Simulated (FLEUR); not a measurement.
# GaN (P6_3mc) in FLEUR: a series of runs

Runs on GaN. Level: RPBE. Tasks: band structure, equation of state.

All numbers are computed with FLEUR MaX-R8.1 (later development tree); they aren't measurements. Logs are shortened: lines on timing, memory, paths and dates and some standing lists are left out, and cuts for length are marked.

**The experiment to reproduce.**

“Studying electronic properties in GaN without electrical contacts using γ-γ vs e−-γ Perturbed Angular Correlations”, 2019, pmc:6823545 quotes, for a bulk crystal of GaN: band gap 3.503 ± 0.005 eV (direct).

The runs below are set against these values where they give the same quantity.

## 1. The crystal as given

Symmetry: P6_3mc, No. 186, hexagonal system. The conventional cell has a = 3.180 Å, b = 3.180 Å, c = 5.166 Å, α = 90.00°, β = 90.00°, γ = 120.00°. Around Ga (site symmetry 3m) lie 4 N at 1.94 to 1.95 Å. N (site symmetry 3m) is surrounded by 4 Ga at 1.94 to 1.95 Å.

## 2. Band structure, RPBE

inp.xml

```xml
<?xml version="1.0" encoding="UTF-8" standalone="no"?>
<fleurInput fleurInputVersion="0.39">
   <comment>
      GaN                                                                                                 
   </comment>
   <calculationSetup>
      <cutoffs Kmax="5.1" Gmax="15.8" GmaxXC="15.8" numbands="0"/>
      <scfLoop itmax="60" minDistance="0.00001" maxIterBroyd="15" imix="Anderson" alpha="0.05" precondParam="0.0" spinf="2.0" sdNocoIR="T"/>
      <coreElectrons ctail="T" frcor="F" kcrel="0" coretail_lmax="0"/>
      <xcFunctional name="Rpbe" relativisticCorrections="F"/>
      <magnetism jspins="1"/>
      <soc l_soc="F" theta="0.0" phi="0.0" spav="F"/>
      <expertModes spex="0" secvar="F"/>
      <geometryOptimization l_f="F" forcealpha="1.0" forcemix="BFGS" epsdisp="0.00001" epsforce="0.00001"/>
      <ldaU l_linMix="F" mixParam="0.05" spinf="1.0"/>
   </calculationSetup>
   <cell>
      <bzIntegration valenceElectrons="52.0" mode="hist" fermiSmearingEnergy="0.00183747">
         <kPointListSelection listName="default-1"/>
         <!-- k-points included here -->
         <xi:include xmlns:xi="http://www.w3.org/2001/XInclude" href="kpts.xml"> </xi:include>
      </bzIntegration>
      <!-- symmetry operations included here -->
      <xi:include xmlns:xi="http://www.w3.org/2001/XInclude" href="sym.xml"> </xi:include>
      <bulkLattice scale="1.0">
         <bravaisMatrix>
[... 35 lines left out ...]
         <lo type="SCLO" l="1" n="2" eDeriv="2"/>
         <lo type="SCLO" l="2" n="3" eDeriv="2"/>
      </species>
   </atomSpecies>
   <atomGroups>
      <atomGroup species="Gallium (Ga)">
         <relPos label="                   1">-1.000/3.000 1.000/3.000 1.000/2.000</relPos>
         <relPos label="                   2">1.000/3.000 -1.000/3.000 .0000000000</relPos>
         <force calculate="T" relaxXYZ="TTT"/>
      </atomGroup>
      <atomGroup species="Nitrogen (N)">
         <relPos label="                   3">-1.000/3.000 1.000/3.000 -1.000/8.000</relPos>
         <relPos label="                   4">1.000/3.000 -1.000/3.000 3.000/8.000</relPos>
         <force calculate="T" relaxXYZ="TTT"/>
      </atomGroup>
   </atomGroups>
   <output dos="F" band="F" slice="F">
      <checks vchk="F" cdinf="F"/>
      <bandDOS minEnergy="-.5*Htr" maxEnergy="0.5*Htr" sigma="0.015" storeEVData="T"/>
      <vacuumDOS vacdos="F" integ="F" star="F" nstars="0" locx1="0.0" locy1="0.0" locx2="0.0" locy2="0.0" nstm="0" tworkf="0.0"/>
      <unfoldingBand unfoldBand="F" supercellX="1" supercellY="1" supercellZ="1"/>
      <plotting iplot="0" polar="F">
         <plot TwoD="T" vec1="  1.0  0.0  0.0" vec2="  0.0  1.0  0.0" vec3="  0.0  0.0  1.0" zero="  0.0  0.0  0.0" file="plot"/>
      </plotting>
      <chargeDensitySlicing numkpt="0" minEigenval="0.0" maxEigenval="0.0" nnne="0" pallst="F"/>
      <specialOutput eonly="F"/>
      <moessbauerParams electricFieldGradient="T" isomerShift="T" coreHyperfine="T" valenceHyperfine="T"/>
      <magneticCircularDichroism mcd="F" energyLo="-10.0" energyUp="0.0"/>
   </output>
  <!-- We include the file relax.xml here to enable relaxations (see documentation) -->
  <xi:include xmlns:xi="http://www.w3.org/2001/XInclude" href="relax.xml"> <xi:fallback/> </xi:include>
</fleurInput>
```

crystal.txt

```
GaN
&input cartesian=F /
3.1800000000  0.0000000000  0.0000000000
-1.5900000000  2.7539607840  0.0000000000
0.0000000000  0.0000000000  5.1660000000
1.8897261246
1.0 1.0 1.0

4
31 0.6666666667  0.3333333333  0.5000000000
31 0.3333333333  0.6666666667  0.0000000000
7 0.6666666667  0.3333333333  0.8750000000
7 0.3333333333  0.6666666667  0.3750000000

&kpt div1=10 div2=10 div3=5 gamma=T /
```

inp.xml (bands)

```
<?xml version="1.0" encoding="UTF-8" standalone="no"?>
<fleurInput fleurInputVersion="0.39">
   <comment>
      GaN                                                                                                 
   </comment>
   <calculationSetup>
      <cutoffs Kmax="5.1" Gmax="15.8" GmaxXC="15.8" numbands="0"/>
      <scfLoop itmax="60" minDistance="0.00001" maxIterBroyd="15" imix="Anderson" alpha="0.05" precondParam="0.0" spinf="2.0" sdNocoIR="T"/>
      <coreElectrons ctail="T" frcor="F" kcrel="0" coretail_lmax="0"/>
      <xcFunctional name="Rpbe" relativisticCorrections="F"/>
      <magnetism jspins="1"/>
      <soc l_soc="F" theta="0.0" phi="0.0" spav="F"/>
      <expertModes spex="0" secvar="F"/>
      <geometryOptimization l_f="F" forcealpha="1.0" forcemix="BFGS" epsdisp="0.00001" epsforce="0.00001"/>
      <ldaU l_linMix="F" mixParam="0.05" spinf="1.0"/>
   </calculationSetup>
   <cell>
      <bzIntegration valenceElectrons="52.0" mode="hist" fermiSmearingEnergy="0.00183747">
         <kPointListSelection listName="path-1"/>
         <!-- k-points included here -->
         <xi:include xmlns:xi="http://www.w3.org/2001/XInclude" href="kpts.xml"> </xi:include>
      </bzIntegration>
      <!-- symmetry operations included here -->
      <xi:include xmlns:xi="http://www.w3.org/2001/XInclude" href="sym.xml"> </xi:include>
      <bulkLattice scale="1.0">
         <bravaisMatrix>
[... 34 lines left out ...]
         <lo type="SCLO" l="0" n="2" eDeriv="2"/>
         <lo type="SCLO" l="1" n="2" eDeriv="2"/>
         <lo type="SCLO" l="2" n="3" eDeriv="2"/>
      </species>
   </atomSpecies>
   <atomGroups>
      <atomGroup species="Gallium (Ga)">
         <relPos label="                   1">-1.000/3.000 1.000/3.000 1.000/2.000</relPos>
         <relPos label="                   2">1.000/3.000 -1.000/3.000 .0000000000</relPos>
         <force calculate="T" relaxXYZ="TTT"/>
      </atomGroup>
      <atomGroup species="Nitrogen (N)">
         <relPos label="                   3">-1.000/3.000 1.000/3.000 -1.000/8.000</relPos>
         <relPos label="                   4">1.000/3.000 -1.000/3.000 3.000/8.000</relPos>
         <force calculate="T" relaxXYZ="TTT"/>
      </atomGroup>
   </atomGroups>
   <output dos="F" band="T" slice="F">
      <checks vchk="F" cdinf="F"/>
      <bandDOS minEnergy="-.5*Htr" maxEnergy="0.5*Htr" sigma="0.015" storeEVData="T"/>
      <vacuumDOS vacdos="F" integ="F" star="F" nstars="0" locx1="0.0" locy1="0.0" locx2="0.0" locy2="0.0" nstm="0" tworkf="0.0"/>
      <unfoldingBand unfoldBand="F" supercellX="1" supercellY="1" supercellZ="1"/>
      <plotting iplot="0" polar="F">
         <plot TwoD="T" vec1="  1.0  0.0  0.0" vec2="  0.0  1.0  0.0" vec3="  0.0  0.0  1.0" zero="  0.0  0.0  0.0" file="plot"/>
      </plotting>
      <chargeDensitySlicing numkpt="0" minEigenval="0.0" maxEigenval="0.0" nnne="0" pallst="F"/>
      <specialOutput eonly="F"/>
      <moessbauerParams electricFieldGradient="T" isomerShift="T" coreHyperfine="T" valenceHyperfine="T"/>
      <magneticCircularDichroism mcd="F" energyLo="-10.0" energyUp="0.0"/>
   </output>
  <!-- We include the file relax.xml here to enable relaxations (see documentation) -->
  <xi:include xmlns:xi="http://www.w3.org/2001/XInclude" href="relax.xml"> <xi:fallback/> </xi:include>
</fleurInput>
```

Potentials or basis: all-electron, FLAPW.

The run is started by

```bash
inpgen -f crystal.txt -profile fastHighL
# inp.xml edited to the form shown
fleur_MPI
fleur_MPI   # second run, on inp.xml (bands)
```

Log:

```text
Welcome to FLEUR        (www.flapw.de)
      MaX-Release 8.1          (www.max-centre.eu)

 ========== k-point set info ==========
 Selected k-point list: default-1
 k-point list type: mesh
 10 x 10 x 5
 Number of k points: 42

 ------------Calculation Setup---------------------------
 Number of MPI-tasks      :            1
 Number of PE/node        :            1
 Number of OMP-threads    :            1
 Most efficient MPI parallelization for:
           1           2           3           6           7          14          21          42
 Additional eigenvalue parallelization possible
 Number of basis functions:          866
 Approximate size of matrices (H+S) per k-point:         0.022 GB
 --------------------------------------------------------
 Iteration:     1   Distance:      25.55278591 me/bohr^3
 Iteration:     2   Distance:      22.05056778 me/bohr^3
 Iteration:     3   Distance:       8.32970493 me/bohr^3
 Iteration:     4   Distance:       4.72456340 me/bohr^3
 Iteration:     5   Distance:       3.55851797 me/bohr^3
 Iteration:     6   Distance:       0.42264722 me/bohr^3
 Iteration:     7   Distance:       0.38549470 me/bohr^3
 Iteration:     8   Distance:       0.07783248 me/bohr^3
 Iteration:     9   Distance:       0.06178445 me/bohr^3
 Iteration:    10   Distance:       0.01115381 me/bohr^3
 Iteration:    11   Distance:       0.01097244 me/bohr^3
 Iteration:    12   Distance:       0.00203021 me/bohr^3
 Iteration:    13   Distance:       0.00072769 me/bohr^3
 Iteration:    14   Distance:       0.00055219 me/bohr^3
 Iteration:    15   Distance:       0.00003509 me/bohr^3
 Iteration:    16   Distance:       0.00003301 me/bohr^3
 Iteration:    17   Distance:       0.00001952 me/bohr^3
 Iteration:    18   Distance:       0.00000504 me/bohr^3

 ********************************************************************
 Run finished successfully
 Stop message:
   all done
 ********************************************************************
```

Run time: 3.4 min. Hardware: 1 thread of AMD EPYC 9R14 (Zen 4), shared host; peak memory 0.1 GiB.

What came out:

| Item | Value |
| --- | --- |
| Free energy | -108800.0874 eV |
| Band gap on the k mesh | 2.10 eV, direct |
| Band gap along the path | 2.10 eV, direct |
| Valence electrons inside the program's atomic spheres | Ga 18.67; N 3.58 (radii Ga 1.92, N 1.47 bohr) |

Levels at the corners of the path, in eV from the valence-band top:
```
point  band 24  band 25  band 26  band 27  band 28  band 29
    Γ    -0.06     0.00     0.00     2.10     4.50     9.50
    M    -2.76    -2.22    -0.98     5.33     5.78     6.30
    K    -3.00    -3.00    -2.68     5.38     8.08     8.08
    Γ    -0.06     0.00     0.00     2.10     4.50     9.50
    A    -0.54    -0.54    -0.54     4.46     4.46     8.78
    L    -1.94    -1.91    -1.91     4.64     4.64     8.06
    H    -4.15    -1.49    -1.49     6.68     6.68     7.56
    A    -0.54    -0.54    -0.54     4.46     4.46     8.78
    L    -1.94    -1.91    -1.91     4.64     4.64     8.06
    M    -2.76    -2.22    -0.98     5.33     5.78     6.30
    K    -3.00    -3.00    -2.68     5.38     8.08     8.08
    H    -4.15    -1.49    -1.49     6.68     6.68     7.56
```

Core levels (eV from the Fermi level):
| atom | levels |
| --- | --- |
| 1 Ga | 1s1/2 -10221.8, 2s1/2 -1255.4, 2p1/2 -1109.9, 2p3/2 -1082.3 |
| 2 Ga | 1s1/2 -10221.8, 2s1/2 -1255.4, 2p1/2 -1109.9, 2p3/2 -1082.3 |
| 3 N | 1s1/2 -375.0 |
| 4 N | 1s1/2 -375.0 |

(Part 1 of 2 ends here.)
